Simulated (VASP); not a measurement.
# PbS (Fm-3m) in VASP: settings compared, part 2 of 2

VASP 6.6.1. Earlier steps stand in the parts before.

## (3) Relaxation of cell and atoms, LDA

INCAR

```
SYSTEM = PbS
  PREC = Accurate
  ENCUT = 600
  EDIFF = 1E-7
  ISMEAR = 0
  SIGMA = 0.02
  LREAL = .False.
  LASPH = .True.
  NELM = 60
  ALGO = Fast
  ISIF = 3
  LWAVE = .False.
  LCHARG = .False.
  GGA = CA
  IBRION = 2
  NSW = 90
  EDIFFG = -0.005
```

KPOINTS

```
Automatic mesh
0
Gamma
  10 10 10
  0 0 0
```

POSCAR

```
PbS
1.0
    0.0000000000      2.9880867000      2.9880867000
    2.9880867000      0.0000000000      2.9880867000
    2.9880867000      2.9880867000      0.0000000000
Pb S
1 1
Direct
    0.5000000000      0.5000000000      0.5000000000
    0.0000000000      0.0000000000      0.0000000000
```

Potentials or basis: VASP PAW LDA potentials, release 64 (Pb_d, S).

Started as:

```
$ cat potpaw_LDA.64/Pb_d/POTCAR potpaw_LDA.64/S/POTCAR > POTCAR
$ mpirun -np 1 vasp_std > vasp.out
```

OUTCAR:

```text
SYSTEM = PbS
   PREC = Accurate
   ENCUT = 600
   EDIFF = 1E-7
   ISMEAR = 0
   LREAL = .False.
   LASPH = .True.
   NELM = 60
   ISIF = 3
   GGA = CA
   IBRION = 2
   NSW = 90
   EDIFFG = -0.005

 ion  position               nearest neighbor table
   1  0.500  0.500  0.500-   2 2.99   2 2.99   2 2.99   2 2.99   2 2.99   2 2.99
   2  0.000  0.000  0.000-   1 2.99   1 2.99   1 2.99   1 2.99   1 2.99   1 2.99

  LATTYP: Found a face centered cubic cell.
 ALAT       =     5.9761734000

  Lattice vectors:

 A1 = (   0.0000000000,   2.9880867000,   2.9880867000)
 A2 = (   2.9880867000,   0.0000000000,   2.9880867000)
 A3 = (   2.9880867000,   2.9880867000,   0.0000000000)

Analysis of symmetry for initial positions (statically):
=====================================================================
 Subroutine PRICEL returns:
 Original cell was already a primitive cell.

 Routine SETGRP: Setting up the symmetry group for a
 face centered cubic supercell.

 Subroutine GETGRP returns: Found 48 space group operations
 (whereof 48 operations were pure point group operations)
 out of a pool of 48 trial point group operations.

The static configuration has the point symmetry O_h .

Analysis of symmetry for dynamics (positions and initial velocities):
=====================================================================
 Subroutine PRICEL returns:
 Original cell was already a primitive cell.

 Routine SETGRP: Setting up the symmetry group for a
 face centered cubic supercell.

 Subroutine GETGRP returns: Found 48 space group operations
 (whereof 48 operations were pure point group operations)
 out of a pool of 48 trial point group operations.

The dynamic configuration has the point symmetry O_h .

 Subroutine INISYM returns: Found 48 space group operations
 (whereof 48 operations are pure point group operations),
 and found     1 'primitive' translations

----------------------------------------------------------------------------------------

                                     Primitive cell

  volume of cell :      53.3592

  direct lattice vectors                    reciprocal lattice vectors
     0.000000000  2.988086700  2.988086700    -0.167331155  0.167331155  0.167331155
     2.988086700  0.000000000  2.988086700     0.167331155 -0.167331155  0.167331155
     2.988086700  2.988086700  0.000000000     0.167331155  0.167331155 -0.167331155

  length of vectors
     4.225792737  4.225792737  4.225792737     0.289826063  0.289826063  0.289826063

  position of ions in fractional coordinates (direct lattice)
     0.500000000  0.500000000  0.500000000
     0.000000000  0.000000000  0.000000000

  ion indices of the primitive-cell ions
   primitive index   ion index
                 1           1
                 2           2

----------------------------------------------------------------------------------------

 KPOINTS: Automatic mesh

Automatic generation of k-mesh.
 Grid dimensions read from file:
 generate k-points for:   10   10   10

 Generating k-lattice:

  Cartesian coordinates                     Fractional coordinates (reciprocal lattice)
    -0.016733116  0.016733116  0.016733116     0.100000000  0.000000000  0.000000000
     0.016733116 -0.016733116  0.016733116     0.000000000  0.100000000  0.000000000
     0.016733116  0.016733116 -0.016733116     0.000000000  0.000000000  0.100000000

  Length of vectors
     0.028982606  0.028982606  0.028982606

  Shift w.r.t. Gamma in fractional coordinates (k-lattice)
     0.000000000  0.000000000  0.000000000

 Subroutine IBZKPT returns following result:
 ===========================================

 Found     47 irreducible k-points:

 Following reciprocal coordinates:
            Coordinates               Weight
  0.000000  0.000000  0.000000      1.000000
  0.100000  0.000000  0.000000      8.000000
  0.200000  0.000000  0.000000      8.000000
  0.300000  0.000000  0.000000      8.000000
  0.400000  0.000000  0.000000      8.000000
  0.500000  0.000000  0.000000      4.000000
[... 16 lines left out ...]
  0.300000  0.300000  0.000000      6.000000
  0.400000  0.300000  0.000000     24.000000
 [... further k-points ...]
   k-points           NKPTS =     47   k-points in BZ     NKDIM =     47   number of bands    NBANDS=     14
   number of dos      NEDOS =    301   number of ions     NIONS =      2
   total plane-waves  NPLWV =  46656
   dimension x,y,z NGX =    36 NGY =   36 NGZ =   36
   dimension x,y,z NGXF=    72 NGYF=   72 NGZF=   72
   ions per type =               1   1
   NGX,Y,Z   is equivalent  to a cutoff of  14.16, 14.16, 14.16 a.u.
   NGXF,Y,Z  is equivalent  to a cutoff of  28.33, 28.33, 28.33 a.u.
 SYSTEM =  PbS
   PREC   = accura    normal or accurate (medium, high low for compatibility)
   ISTART =      0    job   : 0-new  1-cont  2-samecut
   ICHARG =      2    charge: 1-file 2-atom 10-const
   ISPIN  =      1    spin polarized calculation?
   LNONCOLLINEAR =      F non collinear calculations
   LSORBIT =      F    spin-orbit coupling
   LASPH  =      T    aspherical Exc in radial PAW
   ENCUT  =  600.0 eV  44.10 Ry    6.64 a.u.   8.44  8.44  8.44*2*pi/ulx,y,z
   NELM   =     60;   NELMIN=  2; NELMDL= -5     # of ELM steps
   EDIFF  = 0.1E-06   stopping-criterion for ELM
   LREAL  =      F    real-space projection
   EDIFFG = -.5E-02   stopping-criterion for IOM
   NSW    =     90    number of steps for IOM
   IBRION =      2    ionic relax: 0-MD 1-quasi-New 2-CG
   NFREE  =      1    steps in history (QN), initial steepest desc. (CG)
   ISIF   =      3    stress and relaxation
   ISYM   =      2    0-nonsym 1-usesym 2-fastsym
   POTIM  = 0.5000    time-step for ionic-motion
   TEBEG  =    0.0;   TEEND  =   0.0 temperature during run
   PSTRESS=    0.0 pullay stress
   NELECT =      20.0000    total number of electrons
   NUPDOWN=      -1.0000    fix difference up-down
   EMIN   =  10.00;   EMAX   =-10.00  energy-range for DOS
   EFERMI =   0.00;   METHOD = LEGACY
   ISMEAR =     0;   SIGMA  =   0.02  broadening in eV -4-tet -1-fermi 0-gaus
   EFERMI_NEDOS =   21; number of points for ismear=-14 and -15
   IALGO  =     68    algorithm
   IMIX   =      4    mixing-type and parameters
     AMIX     =   0.40;   BMIX     =  1.00
     AMIX_MAG =   1.60;   BMIX_MAG =  1.00
  volume/ion in A,a.u.               =      26.68       180.04
  Fermi-wavevector in a.u.,A,eV,Ry     =   1.180361  2.230559 18.956356  1.393253
  Thomas-Fermi vector in A             =   2.316655
   LORBIT       =      0    0 simple, 1 ext, 2 COOP (PROOUT), +10 PAW based schemes
   GGA     = CA    functional components
   LHFCALC =     F    Hartree Fock is set to
   AEXX    =    0.0000 exact exchange contribution
   IVDW    =     0    specifies the selected vdW correction
   LEPSILON=     F    determine dielectric tensor
   LRPA    =     F    only Hartree local field effects (RPA)
 conjugate gradient relaxation of ions
 non-spin polarized calculation
 RMM-DIIS sequential band-by-band and
 Gauss-broadening in eV      SIGMA  =   0.02
  energy-cutoff  :      600.00
  volume of cell :       53.36
 maximum number of plane-waves:      1807
 NGX is ok and might be reduce to    36
   NGX = 17   NGY = 17   NGZ = 17

--------------------------------------- Ionic step        1  -------------------------------------------

 number of electron      20.0000000 magnetization

 Free energy of the ion-electron system (eV)
  ---------------------------------------------------
  ext. energy  EPLUGINS =         0.00000000
  ---------------------------------------------------
  free energy    TOTEN  =        -9.95908835 eV

  energy without entropy =       -9.95908835  energy(sigma->0) =       -9.95908835

 E-fermi :   5.3598     XC(G=0):  -9.9266

 val. band max:        5.2790083522   @ k =   0.5000   0.0000   0.0000
 cond. band min:       5.5637647673   @ k =   0.5000   0.0000   0.0000
 fundamental gap:      0.2847564151
 Fermi energy:         5.3598359478

 k-point     1 :       0.0000    0.0000    0.0000
  band No.  band energies     occupation
      1     -11.4374      2.00000
      2     -11.4374      2.00000
      3     -11.4374      2.00000
      4     -11.4277      2.00000
      5     -11.4277      2.00000
      6      -8.0685      2.00000
      7      -0.8217      2.00000
      8       3.2492      2.00000
      9       3.2492      2.00000
     10       3.2492      2.00000
     11      10.3046      0.00000
     12      10.3047      0.00000
     13      10.3055      0.00000
     14      11.9990      0.00000
[... 460 lines left out ...]
  energy  without entropy=       -9.9928621167  energy(sigma->0) =       -9.99286957

--------------------------------------- Ionic step        3  -------------------------------------------

 number of electron      20.0000001 magnetization

 Free energy of the ion-electron system (eV)
  ---------------------------------------------------
  ext. energy  EPLUGINS =         0.00000000
  ---------------------------------------------------
  free energy    TOTEN  =        -9.99875691 eV

  energy without entropy =       -9.99873133  energy(sigma->0) =       -9.99874412

 E-fermi :   6.2438     XC(G=0): -10.2223

 val. band max:        6.2213782705   @ k =   0.5000   0.0000   0.0000
 cond. band min:       6.2663005773   @ k =   0.5000   0.0000   0.0000
 fundamental gap:      0.0449223068
 Fermi energy:         6.2438394240

 k-point     1 :       0.0000    0.0000    0.0000
  band No.  band energies     occupation
      1     -10.6883      2.00000
      2     -10.6883      2.00000
      3     -10.6883      2.00000
      4     -10.6807      2.00000
      5     -10.6807      2.00000
      6      -7.7950      2.00000
      7       0.1652      2.00000
      8       3.7933      2.00000
      9       3.7933      2.00000
     10       3.7933      2.00000
     11      11.3615      0.00000
     12      11.3615      0.00000
     13      11.3615      0.00000
     14      12.7055      0.00000
[... 420 lines left out ...]
  FREE ENERGIE OF THE ION-ELECTRON SYSTEM (eV)
  ---------------------------------------------------
  free  energy   TOTEN  =        -9.9987569062 eV

  energy  without entropy=       -9.9987313329  energy(sigma->0) =       -9.99874412

 reached required accuracy - stopping structural energy minimisation
```

CONTCAR:

```text
PbS
   1.00000000000000
     0.0000000000000000    2.9244295269829306    2.9244295269829306
     2.9244295269829306    0.0000000000000000    2.9244295269829306
     2.9244295269829306    2.9244295269829306    0.0000000000000000
  Pb              S
     1     1
Direct
     0.5000000000000000    0.5000000000000000    0.5000000000000000
     0.0000000000000000    0.0000000000000000    0.0000000000000000

  0.00000000E+00  0.00000000E+00  0.00000000E+00
  0.00000000E+00  0.00000000E+00  0.00000000E+00
```

Wall time 80 s (1 thread of Intel Xeon Platinum 8488C (Sapphire Rapids), shared host); peak memory 0.21 GiB.

Results:

* Free energy: -9.9988 eV
* Relaxed volume: 25.01 Å³/atom
* Relaxed cell: a = 4.136 Å, b = 4.136 Å, c = 4.136 Å, α = 60.00°, β = 60.00°, γ = 60.00°
* Space group after relaxing (to 0.05 Å): Fm-3m (No. 225)
* Energy gained by relaxing: 19.8 meV/atom
* Ionic steps: 3
* Pressure after relaxing: 0.0 GPa
* Band gap on the k mesh: 0.04 eV, direct

The path:
```
step  energy change (eV)  largest force (eV/Å)  pressure (GPa)  volume (Å³)
   1              0.0000                0.0000           -3.63        53.36
   2             -0.0338                0.0000            1.58        48.83
   3             -0.0397                0.0000            0.03        50.02
```

Final structure:
```yaml
crystal:
  lattice:
    - [0.00000, 2.92443, 2.92443]
    - [2.92443, 0.00000, 2.92443]
    - [2.92443, 2.92443, 0.00000]
  atoms:
    - { symbol: Pb, position: [0.50000, 0.50000, 0.50000] }
    - { symbol: S, position: [0.00000, 0.00000, 0.00000] }
```

Caveat: spin-orbit coupling is left out, which as a rule narrows the gap of such compounds by several tenths of an eV.

## (4) Relaxation of cell and atoms, PBE

INCAR: that of step 3 with these lines changed.

```diff
@@ -13,3 +13,3 @@
   LCHARG = .False.
-  GGA = CA
+  GGA = PE
   IBRION = 2
```

KPOINTS is that of step 3.

POSCAR is that of step 3.

Potentials or basis: VASP PAW PBE potentials, release 64 (Pb_d, S).

Started as:

```
$ cat potpaw_PBE.64/Pb_d/POTCAR potpaw_PBE.64/S/POTCAR > POTCAR
$ mpirun -np 1 vasp_std > vasp.out
```

Wall time 76 s (1 thread of Intel Xeon Platinum 8488C (Sapphire Rapids), shared host); peak memory 0.24 GiB.

Results (log left out):

```
Free energy                            : -8.7696 eV
Relaxed volume                         : 27.10 Å³/atom
Relaxed cell                           : a = 4.248 Å, b = 4.248 Å, c = 4.248 Å, α = 60.00°, β = 60.00°, γ = 60.00°
Space group after relaxing (to 0.05 Å) : Fm-3m (No. 225)
Energy gained by relaxing              : 1.2 meV/atom
Ionic steps                            : 3
Pressure after relaxing                : 0.0 GPa
Band gap on the k mesh                 : 0.50 eV, direct
```

The path:
```tsv
step	energy change (eV)	largest force (eV/Å)	pressure (GPa)	volume (Å³)
1	0.0000	0.0000	0.90	53.36
2	-0.0020	0.0000	-0.31	54.52
3	-0.0023	0.0000	0.01	54.21
```

Final structure:
```yaml
crystal:
  lattice:
    - [0.00000, 3.00384, 3.00384]
    - [3.00384, 0.00000, 3.00384]
    - [3.00384, 3.00384, 0.00000]
  atoms:
    - { symbol: Pb, position: [0.50000, 0.50000, 0.50000] }
    - { symbol: S, position: [0.00000, 0.00000, 0.00000] }
```

Levels at points of the mesh, in eV from the valence-band top:
| k point | band 6 | band 7 | band 8 | band 9 | band 10 | band 11 | band 12 | band 13 | band 14 |
| --- | --- | --- | --- | --- | --- | --- | --- | --- | --- |
| (0.00, 0.00, 0.00) | -13.22 | -6.07 | -1.95 | -1.95 | -1.95 | 5.14 | 5.14 | 5.14 | 6.86 |
| (0.50, 0.00, 0.00) | -12.07 | -8.59 | -1.58 | -1.58 | 0.00 | 0.50 | 2.08 | 2.08 | 8.65 |
| (0.50, 0.50, 0.00) | -11.70 | -7.11 | -4.83 | -3.16 | -3.16 | 4.07 | 5.49 | 5.58 | 5.58 |

Caveat: spin-orbit coupling is left out, which as a rule narrows the gap of such compounds by several tenths of an eV. A k mesh can miss the band edges.

## (5) Relaxation of cell and atoms, PBE+D3(BJ)

INCAR: that of step 4 with these lines changed.

```diff
@@ -14,2 +14,3 @@
   GGA = PE
+  IVDW = 12
   IBRION = 2
```

KPOINTS is that of step 4.

POSCAR is that of step 4.

Started as:

```
$ cat potpaw_PBE.64/Pb_d/POTCAR potpaw_PBE.64/S/POTCAR > POTCAR
$ mpirun -np 1 vasp_std > vasp.out
```

Wall time 85 s (1 thread of Intel Xeon Platinum 8488C (Sapphire Rapids), shared host); peak memory 0.25 GiB.

Results (log left out):

```
Free energy                            : -9.4503 eV
Relaxed volume                         : 26.11 Å³/atom
Relaxed cell                           : a = 4.196 Å, b = 4.196 Å, c = 4.196 Å, α = 60.00°, β = 60.00°, γ = 60.00°
Space group after relaxing (to 0.05 Å) : Fm-3m (No. 225)
Energy gained by relaxing              : 2.1 meV/atom
Ionic steps                            : 3
Pressure after relaxing                : 0.0 GPa
Band gap on the k mesh                 : 0.37 eV, direct
Dispersion energy per atom             : -0.347 eV
```

Step by step:
| step | energy change (eV) | largest force (eV/Å) | pressure (GPa) | volume (Å³) |
| --- | --- | --- | --- | --- |
| 1 | 0.0000 | 0.0000 | -1.16 | 53.36 |
| 2 | -0.0038 | 0.0000 | 0.40 | 51.89 |
| 3 | -0.0042 | 0.0000 | 0.01 | 52.23 |

Final structure:
```
Pb S
1.0
     0.00000    2.96678    2.96678
     2.96678    0.00000    2.96678
     2.96678    2.96678    0.00000
Pb S
1 1
Direct
  0.50000 0.50000 0.50000
  0.00000 0.00000 0.00000
```

Levels at points of the mesh, in eV from the valence-band top:
```csv
k point,band 8,band 9,band 10,band 11,band 12,band 13
"(0.00, 0.00, 0.00)",-2.17,-2.17,-2.17,5.21,5.21,5.21
"(0.50, 0.00, 0.00)",-1.78,-1.78,0.00,0.37,1.97,1.97
"(0.50, 0.50, 0.00)",-5.19,-3.43,-3.43,3.87,5.57,5.68
```

Caveat: spin-orbit coupling is left out, which as a rule narrows the gap of such compounds by several tenths of an eV. A k mesh can miss the band edges.

## (6) Relaxation of cell and atoms, PBEsol

INCAR: that of step 5 with these lines changed.

```diff
@@ -2,3 +2,3 @@
   PREC = Accurate
-  ENCUT = 600
+  ENCUT = 300
   EDIFF = 1E-7
@@ -13,4 +13,3 @@
   LCHARG = .False.
-  GGA = PE
-  IVDW = 12
+  GGA = PS
   IBRION = 2
```

KPOINTS is that of step 5.

POSCAR is that of step 5.

Potentials or basis: VASP PAW PBE potentials, release 64 (Pb_d, S).

Started as:

```
$ cat potpaw_PBE.64/Pb_d/POTCAR potpaw_PBE.64/S/POTCAR > POTCAR
$ mpirun -np 1 vasp_std > vasp.out
```

Run time: 28 s. Hardware: 1 thread of Intel Xeon Platinum 8488C (Sapphire Rapids), shared host; peak memory 0.14 GiB.

It converged, with:

- Free energy: -9.4625 eV
- Relaxed volume: 25.50 Å³/atom
- Relaxed cell: a = 4.163 Å, b = 4.163 Å, c = 4.163 Å, α = 60.00°, β = 60.00°, γ = 60.00°
- Space group after relaxing (to 0.05 Å): Fm-3m (No. 225)
- Energy gained by relaxing: 9.7 meV/atom
- Ionic steps: 3
- Pressure after relaxing: 0.0 GPa
- Band gap on the k mesh: 0.17 eV, direct

Step by step:
| step | energy change (eV) | largest force (eV/Å) | pressure (GPa) | volume (Å³) |
| --- | --- | --- | --- | --- |
| 1 | 0.0000 | 0.0000 | -2.53 | 53.36 |
| 2 | -0.0168 | 0.0000 | 1.12 | 50.17 |
| 3 | -0.0195 | 0.0000 | -0.01 | 51.01 |

Final structure:
```xyz
2
Lattice="0.0000 2.9435 2.9435 2.9435 0.0000 2.9435 2.9435 2.9435 0.0000" Properties=species:S:1:pos:R:3 pbc="T T T"
Pb    2.9435    2.9435    2.9435
S     0.0000    0.0000    0.0000
```

Levels at points of the mesh, in eV from the valence-band top:
```
           k point  band 8  band 9  band 10  band 11  band 12  band 13
(0.00, 0.00, 0.00)   -2.31   -2.31    -2.31     5.20     5.20     5.20
(0.50, 0.00, 0.00)   -1.89   -1.89     0.00     0.17     1.82     1.82
(0.50, 0.50, 0.00)   -5.48   -3.64    -3.64     3.60     5.57     5.70
```

Caveat: the cutoff is under 1.25 times the usual one of these potentials, so pressure, stress and relaxed cells hold a basis-set (Pulay) error; the PAW data sets were made with another functional, which shifts forces and pressure a little; spin-orbit coupling is left out, which as a rule narrows the gap of such compounds by several tenths of an eV. A k mesh can miss the band edges.

## (7) Summary

| level | potentials or basis | cutoff (eV) | gap on the mesh (eV) | pressure (GPa) | relaxed volume (Å³/atom) |
| --- | --- | --- | --- | --- | --- |
| PBEsol | VASP PAW PBE potentials, release 64 (Pb_d, S) | 600 | 0.20 | 0.0 | 25.72 |
| LDA | VASP PAW LDA potentials, release 64 (Pb_d, S) | 600 | 0.04 | 0.0 | 25.01 |
| PBE | VASP PAW PBE potentials, release 64 (Pb_d, S) | 600 | 0.50 | 0.0 | 27.10 |
| PBE+D3(BJ) | VASP PAW PBE potentials, release 64 (Pb_d, S) | 600 | 0.37 | 0.0 | 26.11 |
| PBEsol | VASP PAW PBE potentials, release 64 (Pb_d, S) | 300 | 0.17 | 0.0 | 25.50 |

Alike in all rows: task relaxation of cell and atoms; no spin polarisation; cell relaxed; k mesh 10 × 10 × 10; smearing gaussian 0.02 eV.

Caveats: spin-orbit coupling is left out, which as a rule narrows the gap of such compounds by several tenths of an eV; the PAW data sets were made with another functional, which shifts forces and pressure a little (some runs); the cutoff is under 1.25 times the usual one of these potentials, so pressure, stress and relaxed cells hold a basis-set (Pulay) error (some runs).

Total energies depend on the potentials used, so only differences within one code and one set of settings carry meaning.
